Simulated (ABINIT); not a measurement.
Input of an ABINIT 10.8.3 (patched build) run:

The input run.abi:

```
pp_dirpath "./"
pseudos "Bi.GGA_PBE-JTH.xml, Se.GGA_PBE-JTH.xml"

acell 3*1.0
rprim
     3.9145676672     2.2600766963    18.0380657682
    -3.9145676672     2.2600766963    18.0380657682
     0.0000000000    -4.5201533929    18.0380657682
ntypat 2
znucl 83 34
natom 5
typat 1 1 2 2 2
xred
     0.5992000000     0.5992000000     0.5992000000
     0.4008000000     0.4008000000     0.4008000000
     0.7883000000     0.7883000000     0.7883000000
     0.2117000000     0.2117000000     0.2117000000
     0.0000000000     0.0000000000     0.0000000000

ecut 408.170794 eV
pawecutdg 30.0

kptopt 1
ngkpt 6 6 6
nshiftk 1
shiftk 0.0 0.0 0.0

ixc 11

nband 29
occopt 3
tsmear 0.00183747

nstep 100
tolvrs 1.0e-9

iomode 3
prtwf 0
prtden 0
prteig 0
prtebands 0
enunit 2
```

Potentials or basis: JTH PAW PBE v2.0.

Run with:

```sh
$ abinit run.abi > log 2>&1
```

**Question.** Predict the largest force.

**Answer.** 0.185 eV/Å.

**Question.** What does it give for the band gap on the k mesh?

**Answer.** 0.22 eV, direct.

Forces on the atoms (eV/Å):
```
Bi   0.000  0.000  0.185
Bi   0.000  0.000 -0.185
Se   0.000  0.000  0.177
Se   0.000  0.000 -0.177
Se   0.000  0.000  0.000
```

Caveat: spin-orbit coupling is left out, which as a rule narrows the gap of such compounds by several tenths of an eV. A k mesh can miss the band edges.
